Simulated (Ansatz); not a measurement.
# Zr, one cell by several methods

```yaml
crystal:
  lattice:
    - [0.00000, 2.25500, 2.25500]
    - [2.25500, 0.00000, 2.25500]
    - [2.25500, 2.25500, 0.00000]
  atoms:
    - { symbol: Zr, position: [0.00000, 0.00000, 0.00000] }
```

The cell is COD entry 1534901, as deposited and not checked against the literature; nothing was relaxed.

All numbers are computed: DFT, PBE, PAW with Ansatz's default frozen-core files, scalar-relativistic (Ansatz 0.2.0); DFT, PBE, all-electron LAPW, scalar-relativistic (Ansatz 0.2.0).

For PAW: a Γ-centred 13×13×13 k mesh, Fermi–Dirac smearing of 0.05 eV, cutoff 420 eV, no spin polarisation. LAPW targets a basis error of 0.5 meV/atom. The Ansatz runs share mesh, smearing and spin set-up. Plane-wave (PAW) pressures include the program's estimate of the Pulay term.

Stress and pressure are positive in compression.

Levels count from the Fermi level.

PAW results:

```json
{"quantity": "pressure (GPa)", "PAW": "1.17"}
{"quantity": "highest filled level at K (eV)", "PAW": "-1.376"}
{"quantity": "lowest empty level at K (eV)", "PAW": "0.967"}
{"quantity": "highest filled level at X (eV)", "PAW": "-2.227"}
{"quantity": "lowest empty level at X (eV)", "PAW": "3.081"}
```

(1) What does all-electron LAPW give for the same quantities?

Answers

(1) 
| quantity | LAPW |
| --- | --- |
| pressure (GPa) | 1.19 |
| highest filled level at K (eV) | -1.376 |
| lowest empty level at K (eV) | 0.967 |
| highest filled level at X (eV) | -2.226 |
| lowest empty level at X (eV) | 3.080 |
